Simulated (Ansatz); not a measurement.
**LuH2: computed DOS**

```xyz
3
Lattice="0.0000 2.5165 2.5165 2.5165 0.0000 2.5165 2.5165 2.5165 0.0000" Properties=species:S:1:pos:R:3 pbc="T T T"
Lu    0.0000    0.0000    0.0000
H     1.2583    1.2583    1.2583
H     3.7748    3.7748    3.7748
```

The geometry is COD entry 9009021, unchecked; take it as a test cell.

Spin–orbit coupling is left out, though it moves levels of the heavy atoms by tenths of an eV or more.

Theory: DFT, LDA, all-electron LAPW, scalar-relativistic in Ansatz 0.2.0.

Numerical set-up: a Γ-centred 8×8×8 k mesh, Fermi–Dirac smearing of 0.02 eV, basis error target 1 meV/atom, no spin polarisation.

States per eV and cell, averaged over 0.6 eV, from -5.8 to 3.0 eV, with energies (bin centres) from the Fermi level; empty bins are left out. The partial columns, the largest 3 alone, are projections on Löwdin-orthogonalised atomic shells (those that the program's projection atoms carry: the occupied ones and, for some elements, an empty d or f shell; other empty shells have no column), summed over atoms of an element. Weights on diffuse s and p shells depend on that basis and aren't pure angular character.

```tsv
E (eV)	total	Lu 4f	Lu 5d	H 1s
-5.6	2.44	1.32	0.43	0.59
-5.0	22.13	21.11	0.41	0.55
-4.4	1.97	0.57	0.52	0.81
-3.8	0.97	0.19	0.29	0.46
-3.2	0.26	0.04	0.11	0.12
-2.6	0.11	0.01	0.04	0.05
-2.0	0.15	0.01	0.10	0.04
-1.4	0.38	0.00	0.33	0.03
-0.8	0.70	0.00	0.65	0.02
-0.2	0.65	0.00	0.61	0.02
0.4	0.60	0.00	0.56	0.01
1.0	0.55	0.00	0.52	0.01
1.6	1.05	0.00	1.02	0.00
2.2	1.57	0.00	1.38	0.02
2.8	1.11	0.00	0.95	0.04
```

Task: Which of the resolved shells contributes most within 0.3 eV of the Fermi level?

Result: Lu 5d, with 93 % of all states there; H 1s follows with 2 %.

Task: Where is the centre of the filled Lu 4f states between -14 eV and the top of the filled states?

Result: -5.00 eV from the Fermi level.
